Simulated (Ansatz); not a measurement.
CsBr (started from an entry of an open crystallographic database) was relaxed with 5 functionals in Ansatz 0.2.0, cell and atoms free, the symmetry of the start kept (meshes: PBE 6×6×6, r2SCAN 6×6×6, PBEsol 6×6×6, LDA 6×6×6, HSE06 4×4×4). No spin polarisation and no zero-point or thermal motion.

The PBE result:
```
Cs Br
1.0
     4.38931    0.00000    0.00000
     0.00000    4.38931    0.00000
     0.00000    0.00000    4.38931
Cs Br
1 1
Cartesian
  0.0000 0.0000 0.0000
  2.1947 2.1947 2.1947
```

The symmetry is Pm-3m (No. 221, cubic); conventional cell a = 4.389 Å, 42.28 Å³ an atom. Cs has 8 Br at 3.80 Å; Br has 8 Cs at 3.80 Å.

(1) Order the functionals by the relaxed volume, smallest first.
A. LDA
B. HSE06
C. PBE
D. r2SCAN
E. PBEsol

(2) What lattice does r2SCAN give?

(3) How does the cell change with PBEsol?

(4) Held at the r2SCAN cell, what mean stress do LDA and PBE find, and does its sign point to their own minimum?

Results:

(1) A (35.49 Å³/atom), E (38.28 Å³/atom), D (40.30 Å³/atom), B (41.37 Å³/atom), C (42.28 Å³/atom).

(2) a = 4.320 Å; the volume differs by -4.7 % from PBE's. Around Cs lie 8 Br at 3.74 Å; around Br lie 8 Cs at 3.74 Å.

(3) a = 4.246 Å; the volume differs by -9.5 % from PBE's. Cs has 8 Br at 3.68 Å; Br has 8 Cs at 3.68 Å.

(4) Yes. LDA -1.93 GPa, and its relaxed volume is -11.9 % from r2SCAN's; PBE +0.67 GPa, and its relaxed volume is +4.9 % from r2SCAN's. Compression counts positive, so a positive stress asks for a larger cell.
